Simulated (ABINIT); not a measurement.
Wanted: the native input for an ABINIT 10.8.3 (patched build) run.

```yaml
Task: single point
Functional: PBEsol
Potentials_or_basis: PseudoDojo NC SR PBEsol v0.4.1 standard
Cutoff: 1088 eV
k_mesh: 10 × 10 × 10
Occupations: fermi-dirac, width 0.05 eV
Spin: no spin polarisation
```

Crystal: MoS2.

```
Mo S
1.0
     1.58000    0.91221    6.15000
    -1.58000    0.91221    6.15000
     0.00000   -1.82443    6.15000
Mo S
1 2
Direct
  0.00000 0.00000 0.00000
  0.41700 0.41700 0.41700
  0.25000 0.25000 0.25000
```

Measurements of this composition are mostly on another form, of space group No. 194.

The input as run:

run.abi

```
pp_dirpath "./"
pseudos "Mo.upf, S.upf"

acell 6.4149071181 6.4149071181 6.414907118 Angstrom
rprim
     0.2463013058     0.1422021252     0.9587044499
    -0.2463013058     0.1422021252     0.9587044499
     0.0000000000    -0.2844042504     0.9587044499
ntypat 2
znucl 42 16
natom 3
typat 1 2 2
xred
     0.0000000000     0.0000000000     0.0000000000
     0.4170000000     0.4170000000     0.4170000000
     0.2500000000     0.2500000000     0.2500000000

ecut 40.0

kptopt 1
ngkpt 10 10 10
nshiftk 1
shiftk 0.0 0.0 0.0

ixc -116133

nband 17
occopt 3
tsmear 0.00183747

nstep 100
tolvrs 1.0e-10

iomode 3
prtwf 0
prtden 0
prteig 0
prtebands 0
```

Potentials or basis: PseudoDojo NC SR PBEsol v0.4.1 standard.

Command:

```sh
$ abinit run.abi > log 2>&1
```

Results of the run:

| Item | Value |
| --- | --- |
| Pressure | 0.4 GPa |
| Largest force | 0.268 eV/Å |
| Band gap on the k mesh | 0.91 eV, indirect (least direct gap 1.96 eV) |
| Valence electrons inside the program's atomic spheres | Mo 10.53; S 3.93, 3.94 |

Run time: 15 min on 1 thread of Arm Neoverse V2, with other jobs on the host, peak memory 0.31 GiB.
